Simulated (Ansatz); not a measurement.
**Monolayer SnO: what a tunnelling microscope would see**

Aim: relax monolayer SnO, then simulate its STM images at several biases.

Program: Ansatz 0.2.0. Level of theory: DFT PBE+D3(BJ), scalar-relativistic, plane waves, PAW. These are calculated values, not measurements.

### 1 The structure to begin with

It takes space group Aem2 (No. 39, orthorhombic). The conventional cell has a = 22.328 Å, b = 5.474 Å, c = 5.476 Å, α = 90.00°, β = 90.00°, γ = 90.00°. Sn (site symmetry m) is surrounded by 4 O at 2.25 to 2.26 Å. O (site symmetry 2) is surrounded by 4 Sn at 2.25 to 2.26 Å.

Coordinates:

```
Sn O
1.0
     3.87120    0.00000    0.00000
    -0.00125    3.87120    0.00000
     0.00000    0.00000   22.32770
Sn O
2 2
Direct
  0.76345 0.23655 0.44787
  0.26345 0.73655 0.55213
  0.26194 0.23806 0.50000
  0.76194 0.73806 0.50000
```

Free-standing sheet.

### 2 Relaxing the sheet and its cell in the plane

Input file input.yaml:

```yaml
crystal:
  lattice:
    - [3.8712032, 0.0, 0.0]
    - [-0.00125016, 3.871203, 0.0]
    - [0.0, 0.0, 22.3277038194]
  atoms:
    - { symbol: Sn, position: [0.763453, 0.236547, 0.4478740887] }
    - { symbol: O, position: [0.261944, 0.238056, 0.5] }
    - { symbol: O, position: [0.761944, 0.738056, 0.5] }
    - { symbol: Sn, position: [0.263453, 0.736547, 0.5521259113] }
basis:
  ecutwfc: 420.0
  fft_grid_basis: typed
kpoints:
  mp_grid: { grid: [9, 9, 1] }
hamiltonian:
  xc: pbe
  dispersion: d3bj
scf:
  occupations: { method: gaussian, width: 0.05 }
output:
  forces: true
  eigenvalues: true
  stress: true
efield:
  axis: 3
  dipole_correction: true
  ramp_width: 0.04
relax:
  adjacent_minimum: "off"
  f_tol: 0.02
  max_steps: 60
  cell: { fix: [c, alpha, beta], stress_tol: 0.05 }
```

The run is started by

```bash
ansatz run input.yaml --threads 1 --pin off --max-ram 2211MiB --backend cpu --events-out ev --progress --plain --runs-dir out
```

What it wrote:

```text
Warning: RAYON_NUM_THREADS=1 ignored (pool sized by the plan → 1); use --threads N
Engine: ansatz 0.2.0, x86_64-unknown-linux-gnu
Pseudopotentials: kind: paw
Pseudopotential: Sn, paw, valence charge 14, recommended cutoff 420 eV (normal), Sn.paw.azcp
Pseudopotential: O, paw, valence charge 6, recommended cutoff 420 eV (normal), O.paw.azcp
Functional definition: PBE
  parameter kappa = 0.804
  parameter beta = 0.06672455060314922
  exchange = pbe_x(kappa = kappa, mu = beta*pi^2/3)
  correlation = pbe_c(beta = beta)
Crystal: 4 atoms, lattice volume = 334.608 Å³
Basis set: ecut = 420 eV, 6579 PW (Γ), exchange–correlation on 54×54×300 points (8 copies of the dense FFT grid, shifted against one another)
Bands: 24, of which v1, the nominal top of the filled ones, is band 20 counted from 1 (19 counted from 0)
Symmetry: 2 space group operations
k-points: 25 of 81 (time reversal used)
Non-local potential: Sn, projectors of the file, l = 0: 2, l = 1: 2, l = 2: 2, l = 3: 2
Non-local potential: O, projectors of the file, l = 0: 2, l = 1: 2, l = 2: 1
PAW form: soft (Blöchl's): semilocal exchange-correlation on the pseudo side does not see the compensation charge
PAW one-centre angular grid: Sn, 590 points (default); XC on 64 Gauss nodes
PAW one-centre angular grid: O, 110 points (default); XC on 64 Gauss nodes
Initial density: superposition of atomic densities (neutral atoms: chi_scale 0, normalization atom), corrected by the library's trained network
Initial wavefunctions: pseudopotential atomic-orbital guess
Functional: x = pbe(κ = 0.804, μ = 0.2195149727645171), c = pbe(β = 0.06672455060314922)
SCF iter   1: F=—  HF=-13183.800728 eV  |F-HF|=—  |Δ(HF+E_count)|=         —  Δρ=2.01e-3  dr2=3.84e-2  ethr=1.77e-3  p=-0.000 e·Å  D=-6.60e-16 V/Å  ΔV_dip=0.00 eV  dr2_dipole=1.84e-11  V_vac-E_F(+/−)=3.57/3.57 eV  ⟨swp⟩=6.9  Hψ=2810  notcnv=0
efield: sawtooth ramp at fractional position 0.9800 (placed from the atoms, in the widest stretch of the axis that holds none; the zero of the levels goes with the place), width 0.0400; the density the first Hamiltonian is built on has a dipole p = -0.000 e·Å; the dipole correction subtracts the counter field D = -6.60e-16 V/Å, which shifts the + side's vacuum level by +0.00 eV against the − side's; the planar-averaged density in the ramp window peaks in size at 4.6e-6 e/Å³
preconditioner: auto → Resta (q_TF=auto, 1.915 Å⁻¹)  ε∞=1.5  [insulator: Δε(μ)=2.946 eV  Ē_g=17.425 eV  σ=0.050 eV  W_gap=1.00  n_scr=40 (ndim 8)  ℏωp=12.8 eV  f_vac=0.724  D(μ)=0.00/eV (n_scr^D=0)  ε∞_Penn≈1.5  vacuum switching on, ρ_ref=2.2e-2 e/Å³]
SCF iter   2: F=—  HF=-13183.801684 eV  |F-HF|=—  |Δ(HF+E_count)|=   9.55e-4  Δρ=2.41e-3  dr2=2.15e-2  ethr=9.59e-5  p=-0.000 e·Å  D=-1.36e-6 V/Å  ΔV_dip=0.00 eV  dr2_dipole=7.44e-12  V_vac-E_F(+/−)=3.83/3.83 eV  ⟨swp⟩=4.2  Hψ=1578  notcnv=0
SCF iter   3: F=—  HF=-13183.798039 eV  |F-HF|=—  |Δ(HF+E_count)|=   3.64e-3  Δρ=3.68e-4  dr2=9.79e-4  ethr=5.37e-5  p=-0.000 e·Å  D=-9.94e-7 V/Å  ΔV_dip=0.00 eV  dr2_dipole=6.89e-12  V_vac-E_F(+/−)=3.78/3.78 eV  ⟨swp⟩=2.0  Hψ=870  notcnv=0
SCF iter   4: F=—  HF=-13183.799740 eV  |F-HF|=—  |Δ(HF+E_count)|=   1.70e-3  Δρ=1.20e-4  dr2=9.53e-5  ethr=2.45e-6  p=-0.000 e·Å  D=-2.21e-6 V/Å  ΔV_dip=0.00 eV  dr2_dipole=3.47e-11  V_vac-E_F(+/−)=3.83/3.83 eV  ⟨swp⟩=2.4  Hψ=913  notcnv=0
SCF iter   5: F=—  HF=-13183.799930 eV  |F-HF|=—  |Δ(HF+E_count)|=   1.90e-4  Δρ=3.36e-5  dr2=3.83e-6  ethr=2.38e-7  p=0.000 e·Å  D=1.10e-6 V/Å  ΔV_dip=-0.00 eV  dr2_dipole=3.26e-11  V_vac-E_F(+/−)=3.85/3.85 eV  ⟨swp⟩=2.5  Hψ=896  notcnv=0
SCF iter   6: F=—  HF=-13183.799935 eV  |F-HF|=—  |Δ(HF+E_count)|=   5.37e-6  Δρ=6.92e-6  dr2=2.06e-7  ethr=9.58e-9  p=-0.000 e·Å  D=-2.60e-6 V/Å  ΔV_dip=0.00 eV  dr2_dipole=1.37e-10  V_vac-E_F(+/−)=3.85/3.85 eV  ⟨swp⟩=2.1  Hψ=929  notcnv=0
iter 7 did not close the SCF: its close was put off until two iterations running show no level that it waits for move by more than its bar (scf_convergence_deferred on its scf_iter line)
SCF iter   7: F=-13183.799936 eV  HF=-13183.799936 eV  |F-HF|=1.20e-8  |Δ(HF+E_count)|=   7.96e-7  Δρ=9.90e-7  dr2=6.90e-9  ethr=2.50e-10  p=0.000 e·Å  D=6.09e-6 V/Å  ΔV_dip=-0.00 eV  dr2_dipole=7.91e-10  V_vac-E_F(+/−)=3.85/3.85 eV  ⟨swp⟩=10.8  Hψ=2988  notcnv=0
iter 8 did not close the SCF: its close was put off until two iterations running show no level that it waits for move by more than its bar (scf_convergence_deferred on its scf_iter line)
SCF iter   8: F=-13183.799936 eV  HF=-13183.799936 eV  |F-HF|=1.35e-8  |Δ(HF+E_count)|=   1.91e-8  Δρ=7.25e-7  dr2=1.17e-8  ethr=1.72e-11  p=-0.000 e·Å  D=-1.18e-5 V/Å  ΔV_dip=0.00 eV  dr2_dipole=2.99e-9  V_vac-E_F(+/−)=3.85/3.85 eV  ⟨swp⟩=2.9  Hψ=2143  notcnv=0
SCF iter   9: F=-13183.799936 eV  HF=-13183.799936 eV  |F-HF|=1.09e-11  |Δ(HF+E_count)|=   2.51e-9  Δρ=7.90e-8  dr2=2.04e-11  ethr=1.72e-11  p=-0.000 e·Å  D=-1.31e-7 V/Å  ΔV_dip=0.00 eV  dr2_dipole=2.97e-13  V_vac-E_F(+/−)=3.85/3.85 eV  ⟨swp⟩=2.0  Hψ=1950  notcnv=0
SCF 1 converged in 9 iterations: F = -13183.799936 eV  dr2 = 2.04e-11
relax step   1: F+E_penalty+E_count = -13183.79993584 eV  Δ(F+E_penalty+E_count) = +0.000e0 eV  max|allowed force component| = 2.917e-2 eV/Å  Δτ_max = 0.0000 Å  P = -0.255 GPa  Ω = 334.608 Å³  fix = [c, alpha, beta]  reactions: c +0.033 GPa; alpha -0.000, beta +0.000 GPa/rad  (9 SCF iters, dr2 threshold 1.00e-7 eV, accepted)
Crystal: 4 atoms, lattice volume = 327.348 Å³
Basis set: ecut = 420 eV, 6379 PW (Γ), exchange–correlation on 54×54×300 points (8 copies of the dense FFT grid, shifted against one another)
Initial density: handed on by an earlier stage of this run
Initial wavefunctions: those handed on with the density
iter 1 solved again at ethr=2.62e-5 eV; its pass at ethr=3.10e-3 eV (dr2=1.05e-2 eV) is discarded
SCF iter   1: F=—  HF=-13183.815372 eV  |F-HF|=—  |Δ(HF+E_count)|=         —  Δρ=1.65e-3  dr2=1.11e-2  ethr=2.62e-5  p=-0.000 e·Å  D=-1.31e-7 V/Å  ΔV_dip=0.00 eV  dr2_dipole=1.21e-13  V_vac-E_F(+/−)=3.89/3.89 eV  ⟨swp⟩=2.0  Hψ=3979  notcnv=0
efield: sawtooth ramp at fractional position 0.9800 (handed on by an earlier solve), width 0.0400; the density the first Hamiltonian is built on has a dipole p = -0.000 e·Å; the dipole correction subtracts the counter field D = -1.31e-7 V/Å, which shifts the + side's vacuum level by +0.00 eV against the − side's; the planar-averaged density in the ramp window peaks in size at 2.0e-6 e/Å³
preconditioner: auto → Resta (q_TF=auto, 1.922 Å⁻¹)  ε∞=1.5  [insulator: Δε(μ)=3.090 eV  Ē_g=17.530 eV  σ=0.050 eV  W_gap=1.00  n_scr=40 (ndim 8)  ℏωp=13.0 eV  f_vac=0.716  D(μ)=0.00/eV (n_scr^D=0)  ε∞_Penn≈1.5  vacuum switching on, ρ_ref=2.2e-2 e/Å³]
SCF iter   2: F=—  HF=-13183.814095 eV  |F-HF|=—  |Δ(HF+E_count)|=   1.28e-3  Δρ=1.65e-3  dr2=7.08e-3  ethr=2.62e-5  p=-0.000 e·Å  D=-2.97e-7 V/Å  ΔV_dip=0.00 eV  dr2_dipole=1.31e-12  V_vac-E_F(+/−)=3.82/3.82 eV  ⟨swp⟩=2.0  Hψ=935  notcnv=0
SCF iter   3: F=—  HF=-13183.812802 eV  |F-HF|=—  |Δ(HF+E_count)|=   1.29e-3  Δρ=5.07e-4  dr2=5.24e-4  ethr=1.77e-5  p=-0.000 e·Å  D=-4.88e-7 V/Å  ΔV_dip=0.00 eV  dr2_dipole=1.48e-12  V_vac-E_F(+/−)=3.86/3.86 eV  ⟨swp⟩=2.0  Hψ=809  notcnv=0
SCF iter   4: F=—  HF=-13183.812727 eV  |F-HF|=—  |Δ(HF+E_count)|=   7.58e-5  Δρ=6.50e-5  dr2=9.67e-6  ethr=1.31e-6  p=0.000 e·Å  D=5.41e-7 V/Å  ΔV_dip=-0.00 eV  dr2_dipole=1.40e-11  V_vac-E_F(+/−)=3.86/3.86 eV  ⟨swp⟩=2.0  Hψ=841  notcnv=0
SCF iter   5: F=—  HF=-13183.812605 eV  |F-HF|=—  |Δ(HF+E_count)|=   1.21e-4  Δρ=1.30e-5  dr2=4.70e-7  ethr=2.42e-8  p=-0.000 e·Å  D=-1.68e-6 V/Å  ΔV_dip=0.00 eV  dr2_dipole=6.78e-11  V_vac-E_F(+/−)=3.86/3.86 eV  ⟨swp⟩=2.0  Hψ=1080  notcnv=0
SCF iter   6: F=-13183.812606 eV  HF=-13183.812606 eV  |F-HF|=9.01e-9  |Δ(HF+E_count)|=   2.99e-7  Δρ=2.85e-6  dr2=3.06e-8  ethr=1.00e-9  p=0.000 e·Å  D=2.65e-6 V/Å  ΔV_dip=-0.00 eV  dr2_dipole=1.36e-10  V_vac-E_F(+/−)=3.86/3.86 eV  ⟨swp⟩=8.3  Hψ=3019  notcnv=0
SCF 2 converged in 6 iterations: F = -13183.812606 eV  dr2 = 3.06e-8
relax step   2: F+E_penalty+E_count = -13183.81260562 eV  Δ(F+E_penalty+E_count) = -1.267e-2 eV  max|allowed force component| = 2.161e-1 eV/Å  Δτ_max = 0.0276 Å  P = -0.201 GPa  Ω = 327.348 Å³  energy of the carried Pulay correction = +4.342e-3 eV  fix = [c, alpha, beta]  reactions: c -0.239 GPa; alpha +0.000, beta -0.000 GPa/rad  (6 SCF iters, dr2 threshold 4.00e-7 eV, accepted)
Crystal: 4 atoms, lattice volume = 321.136 Å³
Basis set: ecut = 420 eV, 6243 PW (Γ), exchange–correlation on 54×54×300 points (8 copies of the dense FFT grid, shifted against one another)
iter 1 solved again at ethr=3.09e-5 eV; its pass at ethr=3.10e-3 eV (dr2=1.24e-2 eV) is discarded
SCF iter   1: F=—  HF=-13183.807083 eV  |F-HF|=—  |Δ(HF+E_count)|=         —  Δρ=1.80e-3  dr2=1.21e-2  ethr=3.09e-5  p=0.000 e·Å  D=2.65e-6 V/Å  ΔV_dip=-0.00 eV  dr2_dipole=5.34e-10  V_vac-E_F(+/−)=3.84/3.84 eV  ⟨swp⟩=2.0  Hψ=3906  notcnv=0
efield: sawtooth ramp at fractional position 0.9800 (handed on by an earlier solve), width 0.0400; the density the first Hamiltonian is built on has a dipole p = 0.000 e·Å; the dipole correction subtracts the counter field D = 2.65e-6 V/Å, which shifts the + side's vacuum level by -0.00 eV against the − side's; the planar-averaged density in the ramp window peaks in size at 2.0e-6 e/Å³
preconditioner: auto → Resta (q_TF=auto, 1.928 Å⁻¹)  ε∞=1.5  [insulator: Δε(μ)=3.151 eV  Ē_g=17.711 eV  σ=0.050 eV  W_gap=1.00  n_scr=40 (ndim 8)  ℏωp=13.1 eV  f_vac=0.718  D(μ)=0.00/eV (n_scr^D=0)  ε∞_Penn≈1.5  vacuum switching on, ρ_ref=2.3e-2 e/Å³]
SCF iter   2: F=—  HF=-13183.803648 eV  |F-HF|=—  |Δ(HF+E_count)|=   3.44e-3  Δρ=6.56e-4  dr2=1.44e-3  ethr=3.02e-5  p=-0.000 e·Å  D=-5.71e-6 V/Å  ΔV_dip=0.00 eV  dr2_dipole=2.34e-10  V_vac-E_F(+/−)=3.87/3.87 eV  ⟨swp⟩=2.6  Hψ=1071  notcnv=0
SCF iter   3: F=—  HF=-13183.803587 eV  |F-HF|=—  |Δ(HF+E_count)|=   6.04e-5  Δρ=5.53e-4  dr2=9.12e-4  ethr=3.61e-6  p=0.000 e·Å  D=1.50e-6 V/Å  ΔV_dip=-0.00 eV  dr2_dipole=2.88e-10  V_vac-E_F(+/−)=3.90/3.90 eV  ⟨swp⟩=2.8  Hψ=1039  notcnv=0
SCF iter   4: F=—  HF=-13183.803453 eV  |F-HF|=—  |Δ(HF+E_count)|=   1.34e-4  Δρ=1.70e-4  dr2=6.58e-5  ethr=2.28e-6  p=-0.000 e·Å  D=-2.57e-6 V/Å  ΔV_dip=0.00 eV  dr2_dipole=8.97e-13  V_vac-E_F(+/−)=3.89/3.89 eV  ⟨swp⟩=2.0  Hψ=824  notcnv=0
SCF iter   5: F=—  HF=-13183.803338 eV  |F-HF|=—  |Δ(HF+E_count)|=   1.15e-4  Δρ=3.78e-5  dr2=2.99e-6  ethr=1.65e-7  p=-0.000 e·Å  D=-3.11e-6 V/Å  ΔV_dip=0.00 eV  dr2_dipole=2.72e-11  V_vac-E_F(+/−)=3.89/3.89 eV  ⟨swp⟩=2.0  Hψ=770  notcnv=0
SCF iter   6: F=-13183.803340 eV  HF=-13183.803340 eV  |F-HF|=6.97e-8  |Δ(HF+E_count)|=   2.03e-6  Δρ=6.11e-6  dr2=8.07e-8  ethr=1.00e-9  p=0.000 e·Å  D=2.42e-7 V/Å  ΔV_dip=-0.00 eV  dr2_dipole=1.02e-10  V_vac-E_F(+/−)=3.89/3.89 eV  ⟨swp⟩=9.5  Hψ=3354  notcnv=0
SCF 3 converged in 6 iterations: F = -13183.803340 eV  dr2 = 8.07e-8
relax step   3: F+E_penalty+E_count = -13183.80334043 eV  Δ(F+E_penalty+E_count) = +9.265e-3 eV  max|allowed force component| = 4.629e-1 eV/Å  Δτ_max = 0.0252 Å  P = +0.571 GPa  Ω = 321.136 Å³  energy of the carried Pulay correction = +8.134e-3 eV  fix = [c, alpha, beta]  (6 SCF iters, dr2 threshold 4.00e-7 eV, rejected (line search))
[... 15 lines left out ...]
relax step   4: F+E_penalty+E_count = -13183.81614164 eV  Δ(F+E_penalty+E_count) = -3.536e-3 eV  max|allowed force component| = 6.932e-3 eV/Å  Δτ_max = 0.0109 Å  P = +0.010 GPa  Ω = 326.315 Å³  energy of the carried Pulay correction = +4.967e-3 eV  fix = [c, alpha, beta]  reactions: c +0.021 GPa; alpha -0.000, beta +0.000 GPa/rad  (10 SCF iters, accepted)
Initial wavefunctions: pseudopotential atomic-orbital guess (no wavefunctions were taken with the density)
iter 1 solved again at ethr=4.16e-7 eV; its pass at ethr=3.10e-3 eV (dr2=1.66e-4 eV) is discarded
SCF iter   1: F=—  HF=-13183.811954 eV  |F-HF|=—  |Δ(HF+E_count)|=         —  Δρ=7.45e-5  dr2=2.83e-6  ethr=4.16e-7  p=-0.000 e·Å  D=-7.02e-7 V/Å  ΔV_dip=0.00 eV  dr2_dipole=1.83e-12  V_vac-E_F(+/−)=3.86/3.86 eV  ⟨swp⟩=3.7  Hψ=4858  notcnv=0
efield: sawtooth ramp at fractional position 0.9800 (handed on by an earlier solve), width 0.0400; the density the first Hamiltonian is built on has a dipole p = -0.000 e·Å; the dipole correction subtracts the counter field D = -7.02e-7 V/Å, which shifts the + side's vacuum level by +0.00 eV against the − side's; the planar-averaged density in the ramp window peaks in size at 2.0e-6 e/Å³
preconditioner: auto → Resta (q_TF=auto, 1.923 Å⁻¹)  ε∞=1.5  [insulator: Δε(μ)=3.087 eV  Ē_g=17.582 eV  σ=0.050 eV  W_gap=1.00  n_scr=40 (ndim 8)  ℏωp=13.0 eV  f_vac=0.718  D(μ)=0.00/eV (n_scr^D=0)  ε∞_Penn≈1.5  vacuum switching on, ρ_ref=2.2e-2 e/Å³]
SCF iter   2: F=—  HF=-13183.811837 eV  |F-HF|=—  |Δ(HF+E_count)|=   1.18e-4  Δρ=3.83e-5  dr2=2.24e-6  ethr=7.07e-9  p=-0.000 e·Å  D=-1.20e-6 V/Å  ΔV_dip=0.00 eV  dr2_dipole=4.95e-12  V_vac-E_F(+/−)=3.86/3.86 eV  ⟨swp⟩=3.3  Hψ=1211  notcnv=0
SCF iter   3: F=—  HF=-13183.811837 eV  |F-HF|=—  |Δ(HF+E_count)|=   7.39e-7  Δρ=2.34e-5  dr2=5.95e-7  ethr=5.60e-9  p=-0.000 e·Å  D=-4.92e-7 V/Å  ΔV_dip=0.00 eV  dr2_dipole=1.10e-12  V_vac-E_F(+/−)=3.86/3.86 eV  ⟨swp⟩=2.0  Hψ=805  notcnv=0
SCF iter   4: F=—  HF=-13183.811838 eV  |F-HF|=—  |Δ(HF+E_count)|=   3.65e-7  Δρ=2.30e-6  dr2=6.81e-9  ethr=1.49e-9  p=-0.000 e·Å  D=-6.07e-7 V/Å  ΔV_dip=0.00 eV  dr2_dipole=1.99e-13  V_vac-E_F(+/−)=3.86/3.86 eV  ⟨swp⟩=2.0  Hψ=839  notcnv=0
SCF iter   5: F=—  HF=-13183.811838 eV  |F-HF|=—  |Δ(HF+E_count)|=   7.16e-9  Δρ=8.94e-7  dr2=7.82e-10  ethr=1.70e-11  p=-0.000 e·Å  D=-7.60e-7 V/Å  ΔV_dip=0.00 eV  dr2_dipole=7.95e-14  V_vac-E_F(+/−)=3.86/3.86 eV  ⟨swp⟩=2.7  Hψ=1184  notcnv=0
SCF iter   6: F=-13183.811838 eV  HF=-13183.811838 eV  |F-HF|=2.00e-11  |Δ(HF+E_count)|=  9.51e-10  Δρ=9.73e-8  dr2=2.99e-11  ethr=1.00e-12  p=-0.000 e·Å  D=-4.66e-7 V/Å  ΔV_dip=0.00 eV  dr2_dipole=1.18e-12  V_vac-E_F(+/−)=3.86/3.86 eV  ⟨swp⟩=6.2  Hψ=3272  notcnv=0
SCF 5 converged in 6 iterations: F = -13183.811838 eV  dr2 = 2.99e-11
relax step   5: F+E_penalty+E_count = -13183.81183771 eV  Δ(F+E_penalty+E_count) = +4.304e-3 eV  max|allowed force component| = 8.203e-3 eV/Å  Δτ_max = 0.0000 Å  P = -0.008 GPa  Ω = 326.315 Å³  fix = [c, alpha, beta]  reactions: c +0.008 GPa; alpha -0.000, beta +0.000 GPa/rad  stress off target by 1.64e-2 GPa on what of the cell is left free  SCF on the basis re-selected at this cell (its energy is not comparable with the rows above)  (6 SCF iters)
basis re-selected at this cell: Δ(F+E_penalty+E_count) = +4.304e-3 eV, ΔP = -0.018 GPa vs the last step (what re-selecting the basis moved, of the pressure what is left beyond the Pulay correction that the steps carried, after the strain that the cell walked since its last selection, with what the two solves' SCF thresholds leave and, on support functions, any second-order correction that the steps lacked; it is no measure of the basis error at this ecutwfc). This SCF's stress stands 1.64e-2 GPa from its target on what of the cell is left free (relax.cell.stress_tol is 5.00e-2 GPa) and its largest allowed force component is 8.20e-3 eV/Å (relax.f_tol is 2.00e-2 eV/Å): within both
SCF converged after 6 iterations
Free energy (F): -13183.811838 eV
Harris-Foulkes:  -13183.811838 eV  (|F-HF|=2.00e-11)
Internal energy: -13183.811838 eV  (E = F + TS)
E sigma→0 (E₀):  -13183.811838 eV
Fermi energy:    -0.804608 eV
Dipole field:    D = -0.000002 V/Å  (p = -0.000003 e·Å, saw-weighted, corrected)
Work function:   Φ+ = 3.8591 eV   Φ− = 3.8590 eV
Levels:          The Fermi level and band energies are counted from a zero that moves with the ramp; work functions are not
--- Per-component energies (eV) ---
  E_band       = -619.367549
  E_kinetic    = 722.243027
  E_local      = -28030.073592  (includes V_loc(G=0)·N_el)
  E_nonlocal   = 31.715404
  E_hartree    = 13908.011238
  E_xc         = -912.393803
  E_vxc        = -379.574620  (∫ρ·V_xc dr)
  E_paw        = -8587.517823  (= ΣΔE_a)
  E_vpaw       = -779.704932  (= ΣTr[D̂ρ^β])
  E_aug_tail   = 0.004809  (compensation charges beyond the density's cutoff)
  E_efield     = 0.000000  (sawtooth field / dipole correction)
  E_vefield    = -0.000000  (∫n·V_field dr)
  E_ewald      = 9684.747122
  E_disp       = -0.548220  (pairwise vdW)
  E_smearing   = -0.000000  (= −TS)
  E_closure    = 0.000000  (closes the sum)
  Σ components = -13183.811838   (vs F -13183.811838, Δ=0.00e0)
--- Forces (eV/Å), atoms counted from 1 ---
  atom   1  Sn    -0.00298762     0.00298665    -0.00816751
  atom   2  O      0.00298763    -0.00298685    -0.00001716
  atom   3  O      0.00298782    -0.00298667    -0.00001716
  atom   4  Sn    -0.00298782     0.00298686     0.00820277
  max |Σ_I F_I| component: 9.46e-7 eV/Å
--- Stress (GPa, compression-positive) ---
       -0.016402      -0.000041      -0.000000
       -0.000041      -0.016402       0.000000
       -0.000000       0.000000       0.008282
  P = ⅓ Tr σ = -0.0082 GPa (-0.082 kbar)
--- Band table (eV; the first three rows and the last of 25) ---
  k-point 0: bands = ["-22.9234", "-22.5650", "-22.5214", "-22.5214", "-22.5122", "-22.4797", "-22.4746", "-22.4458", "-22.4400", "-22.4400", "-20.9822", "-18.4918", "-9.2263", "-6.9845", "-6.9845", "-6.0519", "-4.4037", "-4.0023", "-4.0023", "-2.3914", "0.7705", "0.8538", "2.9120", "2.9175"]
  k-point 1: bands = ["-22.9176", "-22.5629", "-22.5231", "-22.5211", "-22.5148", "-22.4879", "-22.4780", "-22.4708", "-22.4403", "-22.4324", "-20.8826", "-18.5493", "-9.1970", "-6.9852", "-6.9077", "-6.2098", "-4.5548", "-4.1104", "-3.9698", "-2.3750", "1.0565", "1.1014", "2.7129", "3.0487"]
  k-point 2: bands = ["-22.9014", "-22.6033", "-22.5273", "-22.5244", "-22.5212", "-22.5194", "-22.4732", "-22.4599", "-22.4417", "-22.4293", "-20.6159", "-18.7226", "-9.1031", "-6.9211", "-6.7028", "-6.6829", "-4.8199", "-4.4133", "-3.8826", "-2.3525", "1.6367", "1.7490", "1.8648", "3.1496"]
  k-point 24: bands = ["-22.8571", "-22.8484", "-22.5318", "-22.5315", "-22.4979", "-22.4974", "-22.4350", "-22.4332", "-22.4189", "-22.4180", "-19.4036", "-19.3247", "-9.7617", "-9.6814", "-6.2805", "-6.1397", "-3.5173", "-3.3735", "-3.0785", "-2.9447", "0.7387", "0.9043", "2.8134", "2.9089"]
--- Relaxed structure (4 steps of the walk, 3 accepted, 1 SCFs on fresh bases) ---
  F+E_penalty+E_count = -13183.81183771 eV   max|allowed force component| = 8.203e-3 eV/Å   (the final SCF, on the basis selected at the relaxed cell)
  cell:  # Å, volume = 326.3153 Å³
    - [3.8229331868851495, 0.000622084906444891, 4.961478787100559e-107]
    - [-0.0006124868872785273, 3.822933188434934, 3.18262002601101e-106]
    - [2.8616020166008343e-106, 1.8357129499004677e-105, 22.3277038194]
  atoms:
    - { symbol: Sn, position: [0.7628183966036955, 0.23718160339630448, 0.44711406959604966] }
    - { symbol: O, position: [0.2625786054677177, 0.2374214035362458, 0.5000000331182022] }
    - { symbol: O, position: [0.7625785964637539, 0.7374213945322822, 0.5000000331182022] }
    - { symbol: Sn, position: [0.26281840146483254, 0.7371815985351672, 0.552885864167546] }
```

It took 47 s on 1 thread of Intel Xeon 6975P-C (Granite Rapids), shared host; peak memory 0.58 GiB.

Step by step:

| step | energy from step 1 (eV/cell) | largest force component (eV/Å) |
| --- | --- | --- |
| 1 | 0.0000 | 0.0292 |
| 2 | -0.0127 | 0.2161 |
| 3 | -0.0034 | 0.4629 |
| 4 | -0.0162 | 0.0069 |
| 5 | -0.0119 | 0.0082 |

Step 1 is the start. Step 5 repeats the geometry before it on a plane-wave basis chosen anew for that cell, so its energy need not be comparable with the rows above. Step 3 was tried and not accepted.

|  | before | after | change |
| --- | --- | --- | --- |
| a (Å) | 3.871 | 3.823 | -1.2 % |
| b (Å) | 3.871 | 3.823 | -1.2 % |
| γ (°) | 90.02 | 90.00 | -0.0 % |
| thickness between outer atoms (Å) | 2.328 | 2.362 | +1.5 % |

A dipole layer in the vacuum cancels the field that periodic copies would set up if the slab's two faces differ.

From the log: gap on the mesh 3.09 eV.

### 3 The cell for the images

Clean surface before relaxation. Its planes from the bottom up:

| plane | atoms per cell | height over the lowest (Å) |
| --- | --- | --- |
| 1 | Sn | 0.00 |
| 2 | O2 | 1.18 |
| 3 | Sn | 2.36 |

[end of part 1 of 2]
